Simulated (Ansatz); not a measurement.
**Kick test of a cell of RbBr**

The structure comes from a generated guess, relaxed at this level; another structure or a mixture of phases may lie lower.

All numbers below come from DFT PBE, scalar-relativistic, plane waves, PAW in Ansatz. Settings: cutoff 420 eV, Γ-centred mesh 6×6×6 on the computed 2-atom cell, Gaussian smearing of 0.02 eV; no spin polarisation.

The cell below (2 atoms, space group P-6m2 (No. 187)) is relaxed within its symmetry.

```yaml
crystal:
  lattice:
    - [4.77789, 0.00000, 0.00000]
    - [-2.38894, 4.13777, 0.00000]
    - [0.00000, 0.00000, 4.36235]
  atoms:
    - { symbol: Rb, position: [0.33333, 0.66667, 0.50000] }
    - { symbol: Br, position: [0.00000, 0.00000, 0.00000] }
```

For the test a repeat of it with 4 atoms (edges 4.36, 4.78, 8.28 Å) was strained at random (σ = 1.5 % a component), the atoms were moved at random (σ = 0.15 Å), and all was relaxed again on a coarse 4×4×2 mesh (in the run’s order of axes) with 0.10 eV smearing, with no symmetry imposed.

Question: Is the structure stable against such a distortion?

Answer: It returns, within 1 meV/atom of the unmoved cell on that mesh and with the same symmetry when read at 0.1 Å (P1 at 0.01 Å, so small strains and shifts remain). So it is stable against the distortions that fit this cell and that this random move excites. Modes that don't fit the cell aren't tested.
